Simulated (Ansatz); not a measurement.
Input of an Ansatz 0.2.0 run:

File input:

```
crystal:
  lattice:
    - [0.0, 2.34364184, 2.34364184]
    - [2.34364184, 0.0, 2.34364184]
    - [2.34364184, 2.34364184, 0.0]
  atoms:
    - { symbol: Co, position: [0.0, 0.0, 0.0], spin: 2.0 }
    - { symbol: O, position: [0.25, 0.25, 0.25] }
hamiltonian:
  xc: { exchange: pbe, correlation: pbe, exx: { coeff: 0.25, omega: 0.3 } }
  pseudopotentials: { kind: paw }
magnetization:
  spin_polarized: true
kpoints:
  mp_grid: { grid: [5, 5, 5] }
scf:
  occupations: { method: fermi_dirac, width: 0.05 }
output:
  forces: true
  stress: true
  eigenvalues: true
  write_density: true
  write_potential: true
  elf: true
  volumetric_format: npy
relax:
  f_tol: 0.01
  max_steps: 40
  cell: { stress_tol: 0.05 }
```

Question: Estimate the site moments.

Answer: Co +2.52; O +0.20 μB.

Question: Estimate the space group after relaxing (to 0.05 Å).

Answer: F-43m (No. 216).

Question: Estimate the relaxed cell.

Answer: a = 3.244 Å, b = 3.244 Å, c = 3.244 Å, α = 60.00°, β = 60.00°, γ = 60.00°.

Final structure:
```
Co O
1.0
     0.00000    2.29356    2.29356
     2.29356    0.00000    2.29356
     2.29356    2.29356    0.00000
Co O
1 1
Direct
  0.00000 0.00000 0.00000
  0.25000 0.25000 0.25000
```

Caveat: the k mesh is coarse (spacing up to 0.46 Å⁻¹), so the values aren't converged, least of all with exact exchange; the magnetic or orbital state may not be the lowest; odd divisions of the mesh miss points on the zone boundary, where band edges often lie, so the gap on the mesh can be too wide; a cell with one magnetic atom can't hold antiferromagnetic order, which such compounds often take.
